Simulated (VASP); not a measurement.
# PtSe2 (Sudovikovite) under changes of volume

One of the cells (19.729 Å³/atom); the others are scaled copies at fixed shape and fractional positions:

```
CELL_PARAMETERS angstrom
3.76550 0.00000 0.00000
-1.88275 3.26102 0.00000
0.00000 0.00000 4.81992
ATOMIC_POSITIONS crystal
Pt 0.00000 0.00000 0.00000
Se 0.66667 0.33333 0.73694
Se 0.33333 0.66667 0.26306
```

| Quantity | Value |
| --- | --- |
| Program | VASP 6.6.1 |
| Functional | PBEsol |
| Potentials or basis | VASP PAW PBE potentials, release 64 (Pt, Se) |
| Cutoff | 520 eV |
| k mesh | 8 × 8 × 4 |
| Occupations | fermi-dirac, width 0.05 eV |
| Spin | no spin polarisation |

```csv
volume (Å³/atom),energy over the lowest point (meV/atom),pressure (GPa),largest force (eV/Å)
18.939,?,?,?
19.334,3.06,2.7,0.209
19.729,0.00,-0.1,0.013
20.123,3.46,-2.6,0.217
20.518,12.72,-4.8,0.402
```

Task: What does the run at 18.939 Å³/atom give?

Result: Energy over the lowest point 13.48 meV/atom; pressure 5.8 GPa; largest force 0.452 eV/Å.

Worked out: A Birch-Murnaghan fit of order 2 (a polynomial in V^(-2/3)) to the other rows has its minimum at 19.71 Å³/atom with B0 = V·E''(V) = 132 GPa at fixed shape and positions, which overstates the stiffness. It gives 13.25 meV/atom at 18.939 Å³/atom, against the run's 13.48, and -dE/dV = 5.7 GPa, against 5.8.

Energies are extrapolated to zero smearing.

Caveats: the PAW data sets were made with another functional, which shifts forces and pressure a little.
